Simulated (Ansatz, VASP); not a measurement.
**TaAl35N36 (Ta_Al): VASP beside Ansatz**

One calculation is typed for both programs; each brings its own data sets. How far apart do they land? Of the first pair: The structure shown is the start of the Ansatz relaxation below; VASP solves that cell, so the two are compared at the walk's first step.

Method: plane waves, with VASP 6.6.1 beside it; r2SCAN, in Ansatz 0.2.0.

## 1. Set-up

The cell holds 72 atoms: 35 Al, 36 N and 1 Ta. Cell: a = 9.320 Å, b = 9.320 Å, c = 9.956 Å, α = 90.0°, β = 90.0°, γ = 120.0°. It derives from AlN (AlN (P6_3mc)). Nearest the centre at fractional (0.444, 0.556, 0.500): Ta72 at 0.05 Å, N40 at 1.86 Å, N52 at 1.91 Å, N55 at 1.91 Å, N56 at 1.92 Å, Al17 at 3.03 Å, Al20 at 3.04 Å, Al6 at 3.07 Å. The cell carries charge −1.

As a file:

```cif
data_structure
_symmetry_space_group_name_H-M 'P 1'
_symmetry_Int_Tables_number 1
_cell_length_a 9.3196
_cell_length_b 9.3196
_cell_length_c 9.9565
_cell_angle_alpha 90.000
_cell_angle_beta 90.000
_cell_angle_gamma 120.000
_cell_volume 748.91
loop_
_atom_site_label
_atom_site_type_symbol
_atom_site_fract_x
_atom_site_fract_y
_atom_site_fract_z
_atom_site_occupancy
Al1 Al 0.22400 0.11487 0.25360 1
Al2 Al 0.10759 0.22284 0.50309 1
Al3 Al 0.22170 0.11620 0.74973 1
Al4 Al 0.11466 0.22053 0.99706 1
Al5 Al 0.21976 0.43834 0.24892 1
Al6 Al 0.11722 0.55948 0.49976 1
Al7 Al 0.22128 0.43981 0.75267 1
Al8 Al 0.10630 0.55595 0.99784 1
Al9 Al 0.22496 0.77972 0.25407 1
Al10 Al 0.11227 0.88755 0.49501 1
Al11 Al 0.22206 0.77290 0.74736 1
Al12 Al 0.11283 0.89324 0.00315 1
Al13 Al 0.55436 0.10753 0.25366 1
Al14 Al 0.44499 0.22317 0.49464 1
Al15 Al 0.55955 0.11668 0.75148 1
Al16 Al 0.44726 0.21891 0.00028 1
Al17 Al 0.55829 0.44750 0.25382 1
Al18 Al 0.55192 0.43828 0.74973 1
Al19 Al 0.44052 0.55598 0.99643 1
Al20 Al 0.55828 0.77476 0.25148 1
Al21 Al 0.44647 0.88859 0.49502 1
Al22 Al 0.56083 0.77763 0.75005 1
Al23 Al 0.43840 0.88511 0.00044 1
Al24 Al 0.89459 0.11597 0.25016 1
Al25 Al 0.78379 0.22493 0.50077 1
Al26 Al 0.88987 0.11225 0.74468 1
Al27 Al 0.77232 0.21989 0.99725 1
Al28 Al 0.88872 0.43905 0.24891 1
Al29 Al 0.77852 0.55095 0.49781 1
Al30 Al 0.89165 0.44168 0.74733 1
Al31 Al 0.77951 0.55905 0.99545 1
Al32 Al 0.89238 0.77584 0.24729 1
Al33 Al 0.78090 0.89321 0.49612 1
Al34 Al 0.88789 0.77890 0.74489 1
Al35 Al 0.77392 0.88277 0.99975 1
N36 N 0.22741 0.11462 0.43780 1
N37 N 0.10546 0.22128 0.19146 1
N38 N 0.22018 0.11440 0.94290 1
N39 N 0.11560 0.22554 0.68708 1
N40 N 0.22430 0.44959 0.44315 1
N41 N 0.11571 0.56121 0.19162 1
N42 N 0.21700 0.43930 0.93910 1
N43 N 0.10828 0.55771 0.68744 1
N44 N 0.21781 0.77542 0.43687 1
N45 N 0.11596 0.88981 0.18760 1
N46 N 0.21823 0.77780 0.94374 1
N47 N 0.11181 0.88713 0.69498 1
N48 N 0.55056 0.11096 0.44240 1
N49 N 0.44089 0.21639 0.18881 1
N50 N 0.55285 0.10502 0.94125 1
N51 N 0.44326 0.21637 0.69014 1
N52 N 0.55325 0.43900 0.44276 1
N53 N 0.44234 0.55694 0.18626 1
N54 N 0.55453 0.43927 0.93805 1
N55 N 0.44217 0.55935 0.69115 1
N56 N 0.56100 0.78056 0.43800 1
N57 N 0.44794 0.89214 0.19430 1
N58 N 0.55826 0.77432 0.94079 1
N59 N 0.44731 0.88716 0.69372 1
N60 N 0.89435 0.11494 0.44253 1
N61 N 0.77387 0.22442 0.19073 1
N62 N 0.88875 0.10778 0.94438 1
N63 N 0.78010 0.22671 0.68694 1
N64 N 0.88790 0.44874 0.44252 1
N65 N 0.78254 0.55913 0.19341 1
N66 N 0.88404 0.44025 0.93775 1
N67 N 0.77409 0.54941 0.69008 1
N68 N 0.88431 0.77427 0.44358 1
N69 N 0.77569 0.88280 0.19025 1
N70 N 0.88297 0.77625 0.94103 1
N71 N 0.77832 0.88404 0.69183 1
Ta72 Ta 0.44692 0.55465 0.49546 1
```

## 2. Ansatz: relaxation, r2SCAN

Ansatz runs on its PAW soft_1 files.

The two programs are compared at the cell with which this relaxation starts, whose forces are those of its first step.

Contents of input.yaml:

```yaml
crystal:
  lattice:
    - [9.31956554, 9.0e-08, 0.0]
    - [-4.65978284, 8.07098046, 0.0]
    - [0.0, 0.0, 9.95647772]
  atoms:
    - { symbol: Al, position: [0.22222222, 0.11111111, 0.24960167] }
    - { symbol: Al, position: [0.11111111, 0.22222222, 0.49960167] }
    - { symbol: "N", position: [0.22222222, 0.11111111, 0.44039833] }
    - { symbol: "N", position: [0.11111111, 0.22222222, 0.19039833] }
    - { symbol: Al, position: [0.22222222, 0.11111111, 0.74960167] }
    - { symbol: Al, position: [0.11111111, 0.22222222, 0.99960167] }
    - { symbol: "N", position: [0.22222222, 0.11111111, 0.94039833] }
    - { symbol: "N", position: [0.11111111, 0.22222222, 0.69039833] }
    - { symbol: Al, position: [0.22222222, 0.44444444, 0.24960167] }
    - { symbol: Al, position: [0.11111111, 0.55555556, 0.49960167] }
    - { symbol: "N", position: [0.22222222, 0.44444444, 0.44039833] }
    - { symbol: "N", position: [0.11111111, 0.55555556, 0.19039833] }
    - { symbol: Al, position: [0.22222222, 0.44444444, 0.74960167] }
    - { symbol: Al, position: [0.11111111, 0.55555556, 0.99960167] }
    - { symbol: "N", position: [0.22222222, 0.44444444, 0.94039833] }
    - { symbol: "N", position: [0.11111111, 0.55555556, 0.69039833] }
    - { symbol: Al, position: [0.22222222, 0.77777778, 0.24960167] }
    - { symbol: Al, position: [0.11111111, 0.88888889, 0.49960167] }
    - { symbol: "N", position: [0.22222222, 0.77777778, 0.44039833] }
    - { symbol: "N", position: [0.11111111, 0.88888889, 0.19039833] }
    - { symbol: Al, position: [0.22222222, 0.77777778, 0.74960167] }
    - { symbol: Al, position: [0.11111111, 0.88888889, 0.99960167] }
    - { symbol: "N", position: [0.22222222, 0.77777778, 0.94039833] }
    - { symbol: "N", position: [0.11111111, 0.88888889, 0.69039833] }
    - { symbol: Al, position: [0.55555556, 0.11111111, 0.24960167] }
    - { symbol: Al, position: [0.44444444, 0.22222222, 0.49960167] }
    - { symbol: "N", position: [0.55555556, 0.11111111, 0.44039833] }
    - { symbol: "N", position: [0.44444444, 0.22222222, 0.19039833] }
    - { symbol: Al, position: [0.55555556, 0.11111111, 0.74960167] }
    - { symbol: Al, position: [0.44444444, 0.22222222, 0.99960167] }
    - { symbol: "N", position: [0.55555556, 0.11111111, 0.94039833] }
    - { symbol: "N", position: [0.44444444, 0.22222222, 0.69039833] }
    - { symbol: Al, position: [0.55555556, 0.44444444, 0.24960167] }
    - { symbol: Ta, position: [0.44444444, 0.55555556, 0.49960167] }
    - { symbol: "N", position: [0.55555556, 0.44444444, 0.44039833] }
    - { symbol: "N", position: [0.44444444, 0.55555556, 0.19039833] }
    - { symbol: Al, position: [0.55555556, 0.44444444, 0.74960167] }
    - { symbol: Al, position: [0.44444444, 0.55555556, 0.99960167] }
    - { symbol: "N", position: [0.55555556, 0.44444444, 0.94039833] }
    - { symbol: "N", position: [0.44444444, 0.55555556, 0.69039833] }
    - { symbol: Al, position: [0.55555556, 0.77777778, 0.24960167] }
    - { symbol: Al, position: [0.44444444, 0.88888889, 0.49960167] }
    - { symbol: "N", position: [0.55555556, 0.77777778, 0.44039833] }
    - { symbol: "N", position: [0.44444444, 0.88888889, 0.19039833] }
    - { symbol: Al, position: [0.55555556, 0.77777778, 0.74960167] }
    - { symbol: Al, position: [0.44444444, 0.88888889, 0.99960167] }
    - { symbol: "N", position: [0.55555556, 0.77777778, 0.94039833] }
    - { symbol: "N", position: [0.44444444, 0.88888889, 0.69039833] }
    - { symbol: Al, position: [0.88888889, 0.11111111, 0.24960167] }
    - { symbol: Al, position: [0.77777778, 0.22222222, 0.49960167] }
    - { symbol: "N", position: [0.88888889, 0.11111111, 0.44039833] }
    - { symbol: "N", position: [0.77777778, 0.22222222, 0.19039833] }
    - { symbol: Al, position: [0.88888889, 0.11111111, 0.74960167] }
    - { symbol: Al, position: [0.77777778, 0.22222222, 0.99960167] }
    - { symbol: "N", position: [0.88888889, 0.11111111, 0.94039833] }
    - { symbol: "N", position: [0.77777778, 0.22222222, 0.69039833] }
    - { symbol: Al, position: [0.88888889, 0.44444444, 0.24960167] }
    - { symbol: Al, position: [0.77777778, 0.55555556, 0.49960167] }
    - { symbol: "N", position: [0.88888889, 0.44444444, 0.44039833] }
    - { symbol: "N", position: [0.77777778, 0.55555556, 0.19039833] }
    - { symbol: Al, position: [0.88888889, 0.44444444, 0.74960167] }
    - { symbol: Al, position: [0.77777778, 0.55555556, 0.99960167] }
    - { symbol: "N", position: [0.88888889, 0.44444444, 0.94039833] }
    - { symbol: "N", position: [0.77777778, 0.55555556, 0.69039833] }
    - { symbol: Al, position: [0.88888889, 0.77777778, 0.24960167] }
    - { symbol: Al, position: [0.77777778, 0.88888889, 0.49960167] }
    - { symbol: "N", position: [0.88888889, 0.77777778, 0.44039833] }
    - { symbol: "N", position: [0.77777778, 0.88888889, 0.19039833] }
    - { symbol: Al, position: [0.88888889, 0.77777778, 0.74960167] }
    - { symbol: Al, position: [0.77777778, 0.88888889, 0.99960167] }
    - { symbol: "N", position: [0.88888889, 0.77777778, 0.94039833] }
    - { symbol: "N", position: [0.77777778, 0.88888889, 0.69039833] }
  host:
    repeats: [3, 3, 2]
    atoms:
      - { symbol: Al, position: [0.66666667, 0.33333333, 0.49920333] }
      - { symbol: Al, position: [0.33333333, 0.66666667, 0.99920333] }
      - { symbol: "N", position: [0.66666667, 0.33333333, 0.88079667] }
      - { symbol: "N", position: [0.33333333, 0.66666667, 0.38079667] }
total_charge: -1
basis:
  ecutwfc: 500
  xc_grid: 2
hamiltonian:
  xc: r2scan
  pseudopotentials: { kind: paw, azcp: { folder: soft_1 } }
kpoints:
  mp_grid: { grid: [1, 1, 1], shift: [0.25, 0.25, 0.25] }
magnetization:
  spin_polarized: true
  initial_magnetization: 1
  spin_locking: { lock_magnetization: hard }
scf:
  occupations: { method: fixed }
  max_iter: 80
output:
  forces: true
  charged_corrections:
    epsilon: [4.49, 4.49, 4.72]
    static_epsilon: [8.15, 8.15, 9.65]
    defect_position: [0.444444, 0.555556, 0.499602]
relax:
  f_tol: 0.02
  max_steps: 80
  random_displacement: { amplitude: 0.05, seed: 8523 }
checkpoint:
  write: "../qm1_M1.relax.run"
  compress: false
  write_wavefunctions: true
  write_every: 100000
```

Run with:

```
$ ansatz run input.yaml --threads 4 --pin off --max-ram 7536MiB --backend cpu --events-out ev --progress --plain --runs-dir out
```

Numbers of over 12 decimals in the logs are rounded to 6 here.

The log of the run:

```text
Warning: This run holds its total moment fixed (magnetization.spin_locking.lock_magnetization: hard) and mixes its density by anderson or broyden (scf.mixing.algorithm, typed or taken by auto). Slabs with a fixed moment have converged under broyden above another state at the same moment, at the default mixing steps and at smaller ones, and under scf.lower_state_search: standard, light or off a state that such a mixer [...]
Engine: ansatz 0.2.0, aarch64-unknown-linux-gnu
Pseudopotentials: kind: paw
Pseudopotential: Al, paw, valence charge 3, recommended cutoff 500 eV (meta_gga), soft_1/Al.paw.azcp
Pseudopotential: N, paw, valence charge 5, recommended cutoff 500 eV (meta_gga), soft_1/N.paw.azcp
Pseudopotential: Ta, paw, valence charge 13, recommended cutoff 500 eV (meta_gga), soft_1/Ta.paw.azcp
Functional definition: r2SCAN
  parameter k0 = 0.174
  parameter k1 = 0.065
  parameter a1 = 4.9479
  exchange = r2scan_x(k0 = k0, k1 = k1, a1 = a1)
  correlation = r2scan_c
Crystal: 72 atoms, lattice volume = 748.907 Å³
Basis set: ecut = 500 eV, 18913 PW (Γ), exchange–correlation on 144×144×150 points (8 copies of the dense FFT grid, shifted against one another)
Bands: 222, of which v1, the nominal top of the filled ones, is band 150 counted from 1 (149 counted from 0)
Symmetry: 1 space group operations
k-points: 1
Non-local potential: Al, projectors of the file, l = 0: 2, l = 1: 2, l = 2: 1
Non-local potential: N, projectors of the file, l = 0: 2, l = 1: 2, l = 2: 1
Non-local potential: Ta, projectors of the file, l = 0: 3, l = 1: 2, l = 2: 2, l = 3: 1
PAW form: soft (Blöchl's): semilocal exchange-correlation on the pseudo side does not see the compensation charge
PAW frozen core: Al, regenerated for the run's functional (the file was generated under x = pbe(κ = 0.804, μ = 0.219515), c = pbe(β = 0.066725))
PAW frozen core: N, regenerated for the run's functional (the file was generated under x = pbe(κ = 0.804, μ = 0.219515), c = pbe(β = 0.066725))
PAW frozen core: Ta, regenerated for the run's functional (the file was generated under x = pbe(κ = 0.804, μ = 0.219515), c = pbe(β = 0.066725))
PAW one-centre angular grid: Al, 302 points (default); XC on 160 Gauss nodes
PAW one-centre angular grid: N, 302 points (default); XC on 160 Gauss nodes
PAW one-centre angular grid: Ta, 590 points (default); XC on 160 Gauss nodes
Initial density: superposition of atomic densities (chi_scale 0.1, normalization cell, long waves kept (reshape's long-wave potential 0.30 eV rms))
Starting moments: Σ|m| = 1 μB on 72 of 72 sites
Initial wavefunctions: pseudopotential atomic-orbital guess
Functional: x = r2scan, c = r2scan; τ floored in thin density (d = 2e-4 eV/Å³)
SCF iter   1: F=—  HF=-42846.739868 eV  |F-HF|=—  |Δ(HF+E_count)|=         —  Δρ=6.63e-2 (↑6.63e-2 ↓6.55e-2)  dr2=1.74e2  dr2_τ=4.94e0  dr2_m=2.49e-1  M=1.000 μB ∫|m|=1.014 μB  β_m=1.20  ethr=3.10e-3  ⟨swp⟩=4.0  Hψ=1508  notcnv=0  defer=136
preconditioner: auto → Resta (q_TF=auto, 2.341 Å⁻¹)  ε∞=3.4  [insulator: Δε(μ)=0.079 eV  Ē_g=14.985 eV  n_scr=162 (ndim 8)  ℏωp=23.1 eV  f_vac=0.000  ε∞_Penn≈3.4]
spin=Collinear: Resta preconditioning applied to the charge; magnetization (m = ρ↑ − ρ↓) channel mixes plain (no charge-response kernel on spin).
SCF iter   2: F=—  HF=-42813.560342 eV  |F-HF|=—  |Δ(HF+E_count)|=    3.32e1  Δρ=3.48e-2 (↑3.47e-2 ↓3.48e-2)  dr2=4.81e1  dr2_τ=3.72e-1  dr2_m=2.06e-2  M=1.000 μB ∫|m|=1.310 μB  β_m=1.20  ethr=3.10e-3  ⟨swp⟩=3.0  Hψ=775  notcnv=0  defer=137  κ⁻¹=1.0e0(r=1)
SCF iter   3: F=—  HF=-42809.132957 eV  |F-HF|=—  |Δ(HF+E_count)|=    4.43e0  Δρ=1.75e-2 (↑1.75e-2 ↓1.75e-2)  dr2=5.75e0  dr2_τ=6.96e-2  dr2_m=2.67e-2  M=1.000 μB ∫|m|=1.787 μB  β_m=1.20  ethr=3.10e-3  ⟨swp⟩=3.0  Hψ=786  notcnv=0  defer=133  κ⁻¹=6.9e-2(r=2)
SCF iter   4: F=—  HF=-42809.722406 eV  |F-HF|=—  |Δ(HF+E_count)|=   5.89e-1  Δρ=1.24e-2 (↑1.23e-2 ↓1.24e-2)  dr2=2.52e0  dr2_τ=3.61e-2  dr2_m=3.22e-3  M=1.000 μB ∫|m|=2.047 μB  β_m=1.20  ethr=1.92e-3  ⟨swp⟩=2.0  Hψ=398  notcnv=0  defer=139  κ⁻¹=9.7e-3(r=3)
SCF iter   5: F=—  HF=-42809.932604 eV  |F-HF|=—  |Δ(HF+E_count)|=   2.10e-1  Δρ=4.14e-3 (↑4.14e-3 ↓4.13e-3)  dr2=3.36e-1  dr2_τ=4.51e-3  dr2_m=2.32e-3  M=1.000 μB ∫|m|=2.270 μB  β_m=1.20  ethr=8.44e-4  ⟨swp⟩=3.0  Hψ=619  notcnv=0  defer=141  κ⁻¹=1.1e-3(r=4)
[...]
k-point 0 ↓: bands = [... 146 lower, 6.9345, 7.1207, 11.1941, 12.4155, 12.4984, 12.8059, 13.0650, 13.1812, ... 68 higher]
--- Relaxed structure (12 steps of the walk, 11 accepted, 0 SCFs on fresh bases) ---
  F+E_penalty+E_count = -42814.54585392 eV   max|allowed force component| = 8.316e-3 eV/Å
  atoms:
    - { symbol: Al, position: [0.222421, 0.110772, 0.249060] }
    - { symbol: Al, position: [0.117724, 0.224969, 0.503427] }
    - { symbol: N, position: [0.219706, 0.105805, 0.437915] }
    - { symbol: N, position: [0.109626, 0.218668, 0.187008] }
    - { symbol: Al, position: [0.222382, 0.110949, 0.750262] }
    - { symbol: Al, position: [0.110424, 0.220814, 0.998092] }
    - { symbol: N, position: [0.221558, 0.109739, 0.940135] }
    - { symbol: N, position: [0.109834, 0.220677, 0.694596] }
    - { symbol: Al, position: [0.214172, 0.440103, 0.245064] }
    - { symbol: Al, position: [0.106466, 0.555738, 0.501627] }
    - { symbol: N, position: [0.188170, 0.431971, 0.429612] }
    - { symbol: N, position: [0.109758, 0.556719, 0.186376] }
    - { symbol: Al, position: [0.226059, 0.445279, 0.748650] }
    - { symbol: Al, position: [0.110678, 0.555744, 0.997868] }
    - { symbol: N, position: [0.222329, 0.444472, 0.942049] }
    - { symbol: N, position: [0.111263, 0.555109, 0.691927] }
    - { symbol: Al, position: [0.222213, 0.776820, 0.250243] }
    - { symbol: Al, position: [0.110807, 0.887989, 0.499276] }
    - { symbol: N, position: [0.222210, 0.777449, 0.441346] }
    - { symbol: N, position: [0.110954, 0.887545, 0.190094] }
    - { symbol: Al, position: [0.222739, 0.777803, 0.749949] }
    - { symbol: Al, position: [0.111023, 0.888194, 1.000262] }
    - { symbol: N, position: [0.222305, 0.778302, 0.939874] }
    - { symbol: N, position: [0.111267, 0.888203, 0.690214] }
    - { symbol: Al, position: [0.554500, 0.110555, 0.252759] }
    - { symbol: Al, position: [0.441030, 0.224591, 0.503469] }
    - { symbol: N, position: [0.553457, 0.111688, 0.442482] }
    - { symbol: N, position: [0.443472, 0.218502, 0.186787] }
    - { symbol: Al, position: [0.556660, 0.111151, 0.750682] }
    - { symbol: Al, position: [0.444304, 0.220721, 0.997977] }
    - { symbol: N, position: [0.556662, 0.110721, 0.940948] }
    - { symbol: N, position: [0.445057, 0.220558, 0.694553] }
    - { symbol: Al, position: [0.559944, 0.439947, 0.244938] }
    - { symbol: Ta, position: [0.437123, 0.539856, 0.469206] }
    - { symbol: N, position: [0.577439, 0.431434, 0.429506] }
    - { symbol: N, position: [0.444493, 0.554455, 0.197483] }
    - { symbol: Al, position: [0.553208, 0.445141, 0.748661] }
    - { symbol: Al, position: [0.444678, 0.555385, 1.001783] }
    - { symbol: N, position: [0.555577, 0.444411, 0.941969] }
    - { symbol: N, position: [0.446699, 0.558744, 0.696319] }
    - { symbol: Al, position: [0.558017, 0.782114, 0.251835] }
    - { symbol: Al, position: [0.445422, 0.892908, 0.502521] }
    - { symbol: N, position: [0.566813, 0.800260, 0.439823] }
    - { symbol: N, position: [0.443869, 0.888741, 0.190122] }
    - { symbol: Al, position: [0.555674, 0.777300, 0.750255] }
    - { symbol: Al, position: [0.444493, 0.888830, 1.000423] }
    - { symbol: N, position: [0.555691, 0.777952, 0.943075] }
    - { symbol: N, position: [0.444783, 0.889336, 0.692740] }
    - { symbol: Al, position: [0.890136, 0.110661, 0.252855] }
[...]
- { symbol: Al, position: [0.889516, 0.445016, 0.250670] }
    - { symbol: Al, position: [0.783219, 0.555529, 0.501636] }
    - { symbol: N, position: [0.889404, 0.444898, 0.440537] }
    - { symbol: N, position: [0.781439, 0.556759, 0.186306] }
    - { symbol: Al, position: [0.888530, 0.442941, 0.749896] }
    - { symbol: Al, position: [0.778971, 0.555693, 0.997813] }
    - { symbol: N, position: [0.888226, 0.442956, 0.939622] }
    - { symbol: N, position: [0.778330, 0.554943, 0.691948] }
    - { symbol: Al, position: [0.888500, 0.776826, 0.250294] }
    - { symbol: Al, position: [0.781181, 0.892996, 0.502445] }
    - { symbol: N, position: [0.888285, 0.777303, 0.441435] }
    - { symbol: N, position: [0.779285, 0.888847, 0.190252] }
    - { symbol: Al, position: [0.888893, 0.777698, 0.749891] }
    - { symbol: Al, position: [0.778223, 0.888834, 1.000465] }
    - { symbol: N, position: [0.889358, 0.778272, 0.939879] }
    - { symbol: N, position: [0.778978, 0.889344, 0.692674] }
```

In the SCF lines HF is the Harris–Foulkes energy and dr2 the Hartree energy of the density residual, in eV; the loop may stop once dr2 is under the threshold and the program's other checks hold. Hψ counts applications of the Hamiltonian.

(Continued in part 2 of 2.)

[Lines on the potential files, build, host, timing and source positions are cut from VASP's logs without a mark.]

[Logs are printed without paths, hosts, clocks, repeated set-up lines and the standing remarks that a program may print on its own settings, such as how far it seeks lower states.]

[Hosts, paths, dates, database ids (printed as entryN), source tags and the programs' standing remarks are cut or masked in the printed files.]
